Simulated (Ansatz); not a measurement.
Runs of Ansatz 0.2.0 on Be. It takes space group Im-3m (No. 229, cubic). The conventional cell has a = 2.506 Å, b = 2.506 Å, c = 2.506 Å, α = 90.00°, β = 90.00°, γ = 90.00°. Be (site symmetry m-3m) has 8 Be at 2.17 Å as nearest neighbours. This isn't the form of Be at room conditions, which is hcp.

```csv
task,level,potentials or basis,spin,cell,k mesh,cutoff (eV),smearing,phonon path,basis error allowed,gap on the mesh (eV),pressure (GPa),moment (μB)
band structure,PBEsol,"all-electron LAPW, point nuclei","collinear, ferromagnetic start",as given,15 × 15 × 15,132,fermi-dirac 0.01 eV,-,0.002 eV/atom,-,-2.0,0.00
electron localisation function,PBEsol,all-electron PAW datasets made for the crystal,"collinear, ferromagnetic start",as given,15 × 15 × 15,220,fermi-dirac 0.15 eV,-,-,none,(a),0.00
relaxation of cell and atoms,LDA,"all-electron LAPW, scalar-relativistic",off,relaxed,15 × 15 × 15,-,gaussian 0.01 eV,-,0.001 eV/atom,-,0.0,-
density of states,PBEsol+D4,all-electron PAW datasets made for the crystal,off,as given,15 × 15 × 15,220,gaussian 0.01 eV,-,-,none,-3.3,-
single point,PBEsol,"all-electron LAPW, scalar-relativistic",off,as given,15 × 15 × 15,153,gaussian 0.1 eV,-,0.001 eV/atom,none,-2.0,-
```

Problem. Estimate the missing entries.

Solution. (a) -1.8.

Caveats: the program warned that the printed levels may be off, so bands, gaps and densities of states are rough (some runs); pairwise dispersion overbinds metals, which lowers pressure and volume (some runs).

A k mesh can miss the band edges.

A gap of «none» marks a metal or a gap under the smearing width.

Not every run made on this cell is shown here.
